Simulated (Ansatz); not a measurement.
InN:
```yaml
crystal:
  lattice:
    - [3.52813, 0.00000, 0.00000]
    - [-1.76406, 3.05545, 0.00000]
    - [0.00000, 0.00000, 17.21637]
  atoms:
    - { symbol: In, position: [0.00000, 0.00000, 0.99982] }
    - { symbol: In, position: [0.00000, 0.00000, 0.49982] }
    - { symbol: In, position: [0.66667, 0.33333, 0.83358] }
    - { symbol: In, position: [0.33333, 0.66667, 0.33358] }
    - { symbol: In, position: [0.66667, 0.33333, 0.16662] }
    - { symbol: In, position: [0.33333, 0.66667, 0.66662] }
    - { symbol: N, position: [0.00000, 0.00000, 0.87461] }
    - { symbol: N, position: [0.00000, 0.00000, 0.37461] }
    - { symbol: N, position: [0.66667, 0.33333, 0.70801] }
    - { symbol: N, position: [0.33333, 0.66667, 0.20801] }
    - { symbol: N, position: [0.66667, 0.33333, 0.04105] }
    - { symbol: N, position: [0.33333, 0.66667, 0.54105] }
```

Relaxed with HSE06. Special points in fractions of this cell's reciprocal vectors: Γ (0.000, 0.000, 0.000); M (0.500, 0.000, 0.000); K (0.333, 0.333, 0.000); A (0.000, 0.000, 0.500); L (0.500, 0.000, 0.500); H (0.333, 0.333, 0.500).

List the band energies nearest the valence-band maximum at these points for plane-wave PAW HSE06 (Ansatz code).

In eV from the valence-band maximum; about four levels below and three above (degenerate sets whole), none deeper than 8.9 eV; points with the same levels are listed once.

| k | below | above |
|---|---|---|
| Γ | -0.25 -0.25 0.00 0.00 0.00 | 0.57 2.39 2.53 |
| M | -1.39 -1.37 -1.17 -0.95 | 4.15 4.41 4.50 |
| K | -2.09 -1.66 -1.61 -1.61 | 6.09 6.09 6.10 |
| A | -0.07 -0.07 -0.07 -0.07 | 1.45 1.45 3.29 3.29 |
| L | -1.30 -1.30 -1.07 -1.07 | 4.11 4.11 4.95 4.95 |
| H | -1.85 -1.85 -1.68 -1.68 | 6.19 6.19 6.34 6.34 |

Space group P6_3mc. A made-up cell: these elements were put on the sites of a structure type. Its sites differ from those of the usual phase in this space group: another stacking or structure type. The cell was relaxed with HSE06 under the symmetry of its start; whether a distortion lowers the energy is not shown. The hybrid was solved on a coarse mesh, the path and, where they were found, the r²SCAN edge points; its band edges are the extreme levels among these. Spin–orbit coupling is left out wherever it is not named.

Potentials: the later of the program's two PAW sets.
